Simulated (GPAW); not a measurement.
# CdS (Greenockite) (P6_3mc) in GPAW: settings compared

One crystal, CdS (Greenockite), is run at these levels: PBE, PBEsol+D3(BJ), PBE+D3; tasks: single point, relaxation of cell and atoms.

Everything below comes from runs of GPAW 26.7.0. Logs are shortened: lines on timing, memory, paths and dates and some standing lists are left out, and cuts for length are marked. The log counts tension as positive stress, the text compression.

**Experimental background.**

From “Isotope dependence of band-gap energy”, 2008, arxiv:0807.2152, for a bulk crystal of CdS: band gap 2.5809 ± 0.0002 eV.

The results are compared with them further down.

## 1. The crystal as given

It takes space group P6_3mc (No. 186, hexagonal). The conventional cell has a = 4.150 Å, b = 4.150 Å, c = 6.737 Å, α = 90.00°, β = 90.00°, γ = 120.00°. Around Cd (site symmetry 3m) lie 4 S at 2.53 to 2.54 Å. S (site symmetry 3m) has 4 Cd at 2.53 to 2.54 Å as nearest neighbours.

## 2. Single point, PBE

run.py reads:

```python
from ase.dft.bandgap import bandgap
from ase.io import read, write
from ase.units import GPa
from gpaw import GPAW, PW

atoms = read('CdS.cif')

calc = GPAW(mode=PW(300),
            xc='PBE',
            kpts={'size': (5, 5, 3), 'gamma': True},
            occupations={'name': 'fermi-dirac', 'width': 0.05},
            nbands=31,
            convergence={'density': 1e-05, 'energy': 1e-05},
            maxiter=80,
            txt='gpaw.txt')
atoms.calc = calc
energy = atoms.get_potential_energy()
forces = atoms.get_forces()
stress = atoms.get_stress()
calc.write('gs.gpw')
write('result.traj', atoms)
print(f'Energy: {energy:.6f} eV')
print('Forces (eV/A):')
print(forces.round(4))
print('Stress (GPa):', (stress / GPa).round(3))
print('Fermi level:', round(calc.get_fermi_level(), 4), 'eV')
print(f'Gap: {bandgap(calc)[0]:.4f} eV, direct: {bandgap(calc, direct=True)[0]:.4f} eV')
```

CdS.cif reads:

```cif
data_CdS
_cell_length_a 4.15000000
_cell_length_b 4.15000000
_cell_length_c 6.73700000
_cell_angle_alpha 90.00000000
_cell_angle_beta 90.00000000
_cell_angle_gamma 120.00000000
_space_group_name_H-M_alt 'P1'
_space_group_name_Hall 'P 1'
_space_group_IT_number 1
loop_
_space_group_symop_operation_xyz
'x,y,z'
loop_
_atom_site_label
_atom_site_type_symbol
_atom_site_symmetry_multiplicity
_atom_site_Wyckoff_symbol
_atom_site_fract_x
_atom_site_fract_y
_atom_site_fract_z
_atom_site_occupancy
Cd1 Cd 1 a 0.6666666667 0.3333333333 0.5000000000 1
Cd2 Cd 1 a 0.3333333333 0.6666666667 0.0000000000 1
S1 S 1 a 0.6666666667 0.3333333333 0.8750000000 1
S2 S 1 a 0.3333333333 0.6666666667 0.3750000000 1
```

Potentials or basis: GPAW PAW data sets (gpaw-data 1.2.1), pw.

Started as:

```
$ OMP_NUM_THREADS=1 python run.py
```

gpaw.txt:

```text
__  _  _
 | _ |_)|_||  |
 |__||  | ||/\| - 26.7.0

Input parameters:
  mode=PW(ecut=300.0),
  convergence={'density': 1e-05, 'energy': 1e-05},
  kpts=MonkhorstPack(size=(5, 5, 3), gamma=True),
  maxiter=80,
  nbands=31,
  occupations=Occupations(name='fermi-dirac', width=0.05),
  xc=XC(name='PBE')

Diagonalizing LCAO Hamiltonian
Converting LCAO to pw mode

            S

            Cd
        S

        Cd

Atoms  # Å, Bohr magnetons
|   | symbol |         x |        y |        z |    initial magnetic moments |
|---|--------|-----------|----------|----------|-----------------------------|
| 0 |     Cd |  2.075000 | 1.198002 | 3.368500 | ( 0.0000,  0.0000,  0.0000) |
| 1 |     Cd | -0.000000 | 2.396004 | 0.000000 | ( 0.0000,  0.0000,  0.0000) |
| 2 |      S |  2.075000 | 1.198002 | 5.894875 | ( 0.0000,  0.0000,  0.0000) |
| 3 |      S | -0.000000 | 2.396004 | 2.526375 | ( 0.0000,  0.0000,  0.0000) |

Unit cell  # Å
| periodic |         x |        y |        z |  lengths |     angles |
|----------|-----------|----------|----------|----------|------------|
|      yes |  4.150000 | 0.000000 | 0.000000 | 4.150000 |  90.000000 |
|      yes | -2.075000 | 3.594005 | 0.000000 | 4.150000 |  90.000000 |
|      yes |  0.000000 | 0.000000 | 6.737000 | 6.737000 | 120.000000 |

Number of symmetries: 6
Symmetry operations  # r_c * U_cc + t_c -> r_c
|   | kind |            matrix            |
|---|------|------------------------------|
| 0 |  σ   |  1, 1, 0,  0,-1, 0,  0, 0, 1 |
| 1 |  E   |  1, 0, 0,  0, 1, 0,  0, 0, 1 |
| 2 |  C3  |  0, 1, 0, -1,-1, 0,  0, 0, 1 |
| 3 |  σ   |  0,-1, 0, -1, 0, 0,  0, 0, 1 |
| 4 |  σ   | -1, 0, 0,  1, 1, 0,  0, 0, 1 |
| 5 |  C3  | -1,-1, 0,  1, 0, 0,  0, 0, 1 |

BZ-sampling:
  Number of BZ points: 75
  Number of IBZ points: 12

  Monkhorst-Pack size: [5, 5, 3]
  Monkhorst-Pack shift: [0, 0, 0]

K-points  # in reciprocal-cell coordinates
|     |                                coordinates |     weight |
|-----|--------------------------------------------|------------|
|   0 | (  0.00000000,   0.00000000,   0.00000000) | 0.01333333 |
|   1 | (  0.00000000,   0.00000000,   0.33333333) | 0.02666667 |
|   2 | (  0.20000000,   0.00000000,  -0.33333333) | 0.08000000 |
|   3 | (  0.20000000,   0.00000000,   0.00000000) | 0.08000000 |
|   4 | (  0.20000000,   0.00000000,   0.33333333) | 0.08000000 |
|   5 | (  0.40000000,  -0.20000000,   0.00000000) | 0.08000000 |
|   6 | (  0.40000000,  -0.20000000,   0.33333333) | 0.16000000 |
|   7 | (  0.40000000,   0.00000000,  -0.33333333) | 0.08000000 |
|   8 | (  0.40000000,   0.00000000,   0.00000000) | 0.08000000 |
|   9 | (  0.40000000,   0.00000000,   0.33333333) | 0.08000000 |
| ... |                                            |            |
|  11 | (  0.40000000,   0.40000000,   0.33333333) | 0.16000000 |

Plane wave coefficients: 1199
Cutoff: 300.0 eV

Spin-components: 1 (collinear spins)
Bands:           31
Projectors:      22
Spin-degeneracy: 2
Datatype:        complex128

Parallelization:
  kpt:    1
  domain: 1
  band:   1

Density:
  Valence electrons: 36.0
  Components: 1
  Grid points: [18 18 27]
  Charge: 0.0  # |e|

Potential:
  Grid points: [18 18 27]

species:
  Cd:
    name:    Cadmium
    Z:       48.0
    valence: 12
    core:    36
    charge:  0.0  # [|e|]
    compensation charges:
      type: gauss
      rc: 0.38  # [Å]
      lmax: 2
    cutoffs:
      filter: 2.12  # [Å]
      core: 2.62  # [Å]
    projectors
    | kind |    occ | energy [eV] | rcut [Å] |
    |------|--------|-------------|----------|
    |   5s |  2.000 |      -5.655 |    1.191 |
    |   5p |  0.000 |      -1.186 |    1.228 |
    |   4d | 10.000 |     -11.739 |    1.164 |
    |    s |        |      21.556 |    1.191 |
    |    p |        |      26.026 |    1.228 |
    |    d |        |      15.473 |    1.164 |

    Using partial waves for Cd as LCAO basis

  S:
    name:    Sulfur
    Z:       16.0
    valence: 6
    core:    10
    charge:  0.0  # [|e|]
    compensation charges:
      type: gauss
      rc: 0.24  # [Å]
      lmax: 2
    cutoffs:
      filter: 1.77  # [Å]
      core: 1.66  # [Å]
    projectors
    | kind |    occ | energy [eV] | rcut [Å] |
    |------|--------|-------------|----------|
    |   3s |  2.000 |     -17.254 |    0.974 |
    |   3p |  4.000 |      -7.008 |    0.979 |
    |    s |        |       9.957 |    0.974 |
    |    p |        |      20.203 |    0.979 |
    |    d |        |       0.000 |    0.900 |

    Using partial waves for S as LCAO basis

Reference energy: -326061.476468  # eV

eigensolver:
  PPCG
  Converge bands: occupied
  niter=2

density mixing:
  MSR1-Mixer
  Pratt-step length: 0.05
  Maximum mixing coefficient: 0.75
  Old densities: 10
  SVD Regularization: 0.005
  Good broyden scale: 1.0
  Trust region scale: 1.0
  Backstep threshold: 4.0
  History deletion threshold: 6.0
  Fourier metric: weight=20.0, sigma=0.015

occupation numbers:
  Fermi-Dirac:
    width: 0.0500  # eV

poisson solver:
  ecut: 2400.0  # eV

xc functional:
  name: PBE with 2 nearest neighbor stencil

convergence criteria:
- Maximum integral of absolute [dens]ity change: 1e-05 electrons / valence electron
- Maximum [total energy] change in last 3 cyles: 1e-05 eV / valence electron
- Maximum integral of absolute [eigenst]ate change: 4e-08 eV^2 / valence electron
maximum number of iterations: 80

SCF iterations
|iter     | |      energy | eigst |  dens |
|---------|-|-------------|-------|-------|
|iter:   1| |  -12.772185 | -0.33 |       |
|iter:   2| |  -12.550335 | -2.07 | -1.11 |
|iter:   3| |  -11.745630 | -1.48 | -1.15 |
|iter:   4| |  -11.731584 | -3.16 | -1.68 |
|iter:   5| |  -11.729356 | -3.74 | -2.13 |
|iter:   6| |  -11.729479 | -4.97 | -2.69 |
|iter:   7| |  -11.729495c| -6.29 | -3.41 |
|iter:   8| |  -11.729495c| -7.00 | -4.14 |
|iter:   9| |  -11.729494c| -7.85c| -4.46 |
|iter:  10| |  -11.729494c| -8.52c| -5.13c|

Converged in 10 steps
Energy contributions relative to reference atoms: (reference = -326061.476468)

Energy contributions:
  Kinetic:          47.169733
  Coulomb:         -43.547868
  Zero:              1.198812
  External:          0.000000
  Xc:              -16.550171
  Entropy:          -0.000001
  Spinorbit:         0.000000
  ----------------------------
  Free energy:     -11.729495
  Extrapolated:    -11.729494

dipole moment: (-0.000014, -0.000014, -18.894133)  # |e|*Ang

Fermi level: 4.081
Eigenvalues  # (at kpt = [0.000, 0.000, 0.000])
| band index |      eig [eV] | occ [0-2] |
|------------|---------------|-----------|
|          0 |        -8.846 |     2.000 |
|        ... |               |           |
|         10 |        -3.605 |     2.000 |
|         11 |        -3.269 |     2.000 |
|         12 |        -0.887 |     2.000 |
|         13 |         2.713 |     2.000 |
|         14 |         2.713 |     2.000 |
|         15 |         3.438 |     2.000 |
|         16 |         3.484 |     2.000 |
|         17 |         3.484 |     2.000 |
|         18 |         4.631 |     0.000 |
|         19 |         6.228 |     0.000 |
|         20 |         9.892 |     0.000 |
|         21 |         9.892 |     0.000 |
|         22 |        10.218 |     0.000 |
|         23 |        11.000 |     0.000 |
|         24 |        11.000 |     0.000 |
|         25 |        11.141 |     0.000 |
|        ... |               |           |
|         30 |        14.993 |     0.000 |

Gap: 1.147 eV
Transition (v -> c):
  (s=0, k=0, n=17, [0.00, 0.00, 0.00]) -> (s=0, k=0, n=18, [0.00, 0.00, 0.00])
No difference between direct/indirect transitions

Forces  # eV/Ang
|        x |       y |        z |
|----------|---------|----------|
|  0.00000 | 0.00000 | -0.06503 |  # Cd   0
|  0.00000 | 0.00000 | -0.06348 |  # Cd   1
| -0.00000 | 0.00000 |  0.06421 |  # S    2
|  0.00000 | 0.00000 |  0.06451 |  # S    3

Stress tensor  # eV/Ang^3
|         x |        y |        z |
|-----------|----------|----------|
|  0.004802 | 0.000000 | 0.000000 |
| -0.000000 | 0.004802 | 0.000000 |
|  0.000000 | 0.000000 | 0.000989 |

# Writing to gs.gpw (mode='')
```

It took 8.5 s on 1 thread of Intel Xeon Platinum 8488C (Sapphire Rapids), shared host; peak memory 0.15 GiB.

The run converged, but some of its settings lie outside the range that counts as converged, so its numbers aren't taken as properties of the crystal.

Results:

```
Free energy            : -11.7295 eV
Pressure               : -0.6 GPa
Largest force          : 0.065 eV/Å
Band gap on the k mesh : 1.15 eV, direct
```

Caveat: the cutoff is short for stress and forces, so pressures can be off by a GPa or more.

## 3. Single point, PBE

run.py, as its differences from that of step 2:

```diff
@@ -5,11 +5,10 @@
 
-atoms = read('CdS.cif')
+atoms = read('CdS.xyz')
 
-calc = GPAW(mode=PW(300),
+calc = GPAW(mode=PW(450),
             xc='PBE',
-            kpts={'size': (5, 5, 3), 'gamma': True},
+            kpts={'size': (6, 6, 3), 'gamma': True},
             occupations={'name': 'fermi-dirac', 'width': 0.05},
             nbands=31,
-            convergence={'density': 1e-05, 'energy': 1e-05},
-            maxiter=80,
+            maxiter=120,
             txt='gpaw.txt')
```

CdS.xyz reads:

```xyz
4
Lattice="4.1500000000 0.0000000000 0.0000000000 -2.0750000000 3.5940054257 0.0000000000 0.0000000000 0.0000000000 6.7370000000" Properties=species:S:1:pos:R:3 pbc="T T T"
Cd     2.0750000002      1.1980018084      3.3685000000
Cd    -0.0000000002      2.3960036173      0.0000000000
S      2.0750000002      1.1980018084      5.8948750000
S     -0.0000000002      2.3960036173      2.5263750000
```

Potentials or basis: GPAW PAW data sets (gpaw-data 1.2.1), pw.

Started as:

```
$ OMP_NUM_THREADS=1 python run.py
```

gpaw.txt:

```text
__  _  _
 | _ |_)|_||  |
 |__||  | ||/\| - 26.7.0

Input parameters:
  mode=PW(ecut=450.00000000000006),
  kpts=MonkhorstPack(size=(6, 6, 3), gamma=True),
  maxiter=120,
  nbands=31,
  occupations=Occupations(name='fermi-dirac', width=0.05),
  xc=XC(name='PBE')

Diagonalizing LCAO Hamiltonian
Converting LCAO to pw mode

            S

            Cd
        S

        Cd

Atoms  # Å, Bohr magnetons
|   | symbol |         x |        y |        z |    initial magnetic moments |
|---|--------|-----------|----------|----------|-----------------------------|
| 0 |     Cd |  2.075000 | 1.198002 | 3.368500 | ( 0.0000,  0.0000,  0.0000) |
| 1 |     Cd | -0.000000 | 2.396004 | 0.000000 | ( 0.0000,  0.0000,  0.0000) |
| 2 |      S |  2.075000 | 1.198002 | 5.894875 | ( 0.0000,  0.0000,  0.0000) |
| 3 |      S | -0.000000 | 2.396004 | 2.526375 | ( 0.0000,  0.0000,  0.0000) |

Unit cell  # Å
| periodic |         x |        y |        z |  lengths |     angles |
|----------|-----------|----------|----------|----------|------------|
|      yes |  4.150000 | 0.000000 | 0.000000 | 4.150000 |  90.000000 |
|      yes | -2.075000 | 3.594005 | 0.000000 | 4.150000 |  90.000000 |
|      yes |  0.000000 | 0.000000 | 6.737000 | 6.737000 | 120.000000 |

Number of symmetries: 6
Symmetry operations  # r_c * U_cc + t_c -> r_c
|   | kind |            matrix            |
|---|------|------------------------------|
| 0 |  σ   |  1, 1, 0,  0,-1, 0,  0, 0, 1 |
| 1 |  E   |  1, 0, 0,  0, 1, 0,  0, 0, 1 |
| 2 |  C3  |  0, 1, 0, -1,-1, 0,  0, 0, 1 |
| 3 |  σ   |  0,-1, 0, -1, 0, 0,  0, 0, 1 |
| 4 |  σ   | -1, 0, 0,  1, 1, 0,  0, 0, 1 |
| 5 |  C3  | -1,-1, 0,  1, 0, 0,  0, 0, 1 |

BZ-sampling:
  Number of BZ points: 108
  Number of IBZ points: 17

  Monkhorst-Pack size: [6, 6, 3]
  Monkhorst-Pack shift: [0.08333333333333333, 0.08333333333333333, 0.0]

K-points  # in reciprocal-cell coordinates
|     |                                coordinates |     weight |
|-----|--------------------------------------------|------------|
|   0 | (  0.00000000,   0.00000000,   0.00000000) | 0.00925926 |
|   1 | (  0.00000000,   0.00000000,   0.33333333) | 0.01851852 |
|   2 | (  0.16666667,   0.00000000,  -0.33333333) | 0.05555556 |
|   3 | (  0.16666667,   0.00000000,   0.00000000) | 0.05555556 |
|   4 | (  0.16666667,   0.00000000,   0.33333333) | 0.05555556 |
|   5 | (  0.33333333,  -0.16666667,   0.00000000) | 0.05555556 |
|   6 | (  0.33333333,  -0.16666667,   0.33333333) | 0.11111111 |
|   7 | (  0.33333333,   0.00000000,  -0.33333333) | 0.05555556 |
|   8 | (  0.33333333,   0.00000000,   0.00000000) | 0.05555556 |
|   9 | (  0.33333333,   0.00000000,   0.33333333) | 0.05555556 |
| ... |                                            |            |
|  16 | (  0.50000000,   0.50000000,   0.33333333) | 0.05555556 |

Plane wave coefficients: 2190
Cutoff: 450.00000000000006 eV

Spin-components: 1 (collinear spins)
Bands:           31
Projectors:      22
Spin-degeneracy: 2
Datatype:        complex128

Parallelization:
  kpt:    1
  domain: 1
  band:   1

Density:
  Valence electrons: 36.0
  Components: 1
  Grid points: [21 21 35]
  Charge: 0.0  # |e|

Potential:
  Grid points: [21 21 35]

species:
  Cd:
    name:    Cadmium
    Z:       48.0
    valence: 12
    core:    36
    charge:  0.0  # [|e|]
    compensation charges:
      type: gauss
      rc: 0.38  # [Å]
      lmax: 2
    cutoffs:
      filter: 2.12  # [Å]
      core: 2.62  # [Å]
    projectors
    | kind |    occ | energy [eV] | rcut [Å] |
    |------|--------|-------------|----------|
    |   5s |  2.000 |      -5.655 |    1.191 |
    |   5p |  0.000 |      -1.186 |    1.228 |
    |   4d | 10.000 |     -11.739 |    1.164 |
    |    s |        |      21.556 |    1.191 |
    |    p |        |      26.026 |    1.228 |
    |    d |        |      15.473 |    1.164 |

    Using partial waves for Cd as LCAO basis

  S:
    name:    Sulfur
    Z:       16.0
    valence: 6
    core:    10
    charge:  0.0  # [|e|]
    compensation charges:
      type: gauss
      rc: 0.24  # [Å]
      lmax: 2
    cutoffs:
      filter: 1.77  # [Å]
      core: 1.66  # [Å]
    projectors
    | kind |    occ | energy [eV] | rcut [Å] |
    |------|--------|-------------|----------|
    |   3s |  2.000 |     -17.254 |    0.974 |
    |   3p |  4.000 |      -7.008 |    0.979 |
    |    s |        |       9.957 |    0.974 |
    |    p |        |      20.203 |    0.979 |
    |    d |        |       0.000 |    0.900 |

    Using partial waves for S as LCAO basis

Reference energy: -326061.476468  # eV

eigensolver:
  PPCG
  Converge bands: occupied
  niter=2

density mixing:
  MSR1-Mixer
  Pratt-step length: 0.05
  Maximum mixing coefficient: 0.75
  Old densities: 10
  SVD Regularization: 0.005
  Good broyden scale: 1.0
  Trust region scale: 1.0
  Backstep threshold: 4.0
  History deletion threshold: 6.0
  Fourier metric: weight=20.0, sigma=0.015

occupation numbers:
  Fermi-Dirac:
    width: 0.0500  # eV

poisson solver:
  ecut: 3600.0000000000005  # eV

xc functional:
  name: PBE with 2 nearest neighbor stencil

convergence criteria:
- Maximum [total energy] change in last 3 cyles: 0.0005 eV / valence electron
- Maximum integral of absolute [dens]ity change: 0.0001 electrons / valence electron
- Maximum integral of absolute [eigenst]ate change: 4e-08 eV^2 / valence electron
maximum number of iterations: 120

SCF iterations
|iter     | |      energy | eigst |  dens |
|---------|-|-------------|-------|-------|
|iter:   1| |  -13.623238 | -0.50 |       |
|iter:   2| |  -13.395651 | -2.18 | -1.12 |
|iter:   3| |  -12.601959 | -1.38 | -1.16 |
|iter:   4| |  -12.598163 | -3.30 | -1.73 |
|iter:   5| |  -12.597370c| -3.69 | -2.16 |
|iter:   6| |  -12.597448c| -5.06 | -2.94 |
|iter:   7| |  -12.597460c| -6.30 | -3.50 |
|iter:   8| |  -12.597459c| -7.33 | -4.38c|
|iter:   9| |  -12.597459c| -7.69c| -4.73c|

Converged in 9 steps
Energy contributions relative to reference atoms: (reference = -326061.476468)

Energy contributions:
  Kinetic:          37.224389
  Coulomb:         -33.673635
  Zero:              0.281091
  External:          0.000000
  Xc:              -16.429304
  Entropy:          -0.000000
  Spinorbit:         0.000000
  ----------------------------
  Free energy:     -12.597460
  Extrapolated:    -12.597459

dipole moment: (-0.000005, -0.000019, -18.973912)  # |e|*Ang

Fermi level: 4.079
Eigenvalues  # (at kpt = [0.000, 0.000, 0.000])
| band index |      eig [eV] | occ [0-2] |
|------------|---------------|-----------|
|          0 |        -8.846 |     2.000 |
|        ... |               |           |
|         10 |        -3.653 |     2.000 |
|         11 |        -3.319 |     2.000 |
|         12 |        -0.882 |     2.000 |
|         13 |         2.701 |     2.000 |
|         14 |         2.701 |     2.000 |
|         15 |         3.422 |     2.000 |
[... 8 lines left out ...]
|         24 |        10.995 |     0.000 |
|         25 |        11.131 |     0.000 |
|        ... |               |           |
|         30 |        15.012 |     0.000 |

Gap: 1.178 eV
Transition (v -> c):
  (s=0, k=0, n=17, [0.00, 0.00, 0.00]) -> (s=0, k=0, n=18, [0.00, 0.00, 0.00])
No difference between direct/indirect transitions

Forces  # eV/Ang
|        x |       y |        z |
|----------|---------|----------|
|  0.00000 | 0.00000 | -0.06687 |  # Cd   0
|  0.00000 | 0.00000 | -0.06727 |  # Cd   1
| -0.00000 | 0.00000 |  0.06678 |  # S    2
|  0.00000 | 0.00000 |  0.06698 |  # S    3

Stress tensor  # eV/Ang^3
|         x |         y |         z |
|-----------|-----------|-----------|
| -0.004946 |  0.000000 |  0.000000 |
| -0.000000 | -0.004946 | -0.000000 |
|  0.000000 | -0.000000 | -0.008928 |

# Writing to gs.gpw (mode='')
```

Run time: 24 s. Hardware: 1 thread of Arm Neoverse V1, shared host; peak memory 0.17 GiB.

What came out:

- Free energy: -12.5975 eV
- Pressure: 1.0 GPa
- Largest force: 0.067 eV/Å
- Band gap on the k mesh: 1.18 eV, direct

Forces in eV/Å, atoms in the order of the input:
```
Cd   0.000  0.000 -0.067
Cd   0.000  0.000 -0.067
S    0.000  0.000  0.067
S    0.000  0.000  0.067
```

Levels at points of the mesh, in eV from the valence-band top:
```csv
k point,band 15,band 16,band 17,band 18,band 19,band 20,band 21,band 22
"(0.00, 0.00, 0.00)",-0.76,-0.04,0.00,0.00,1.18,2.77,6.42,6.42
"(0.50, 0.50, 0.00)",-2.63,-1.86,-1.29,-0.73,3.69,3.88,5.10,6.35
```

Caveat: the cutoff is short for stress and forces, so pressures can be off by a GPa or more.

(Continued in part 2 of 3.)
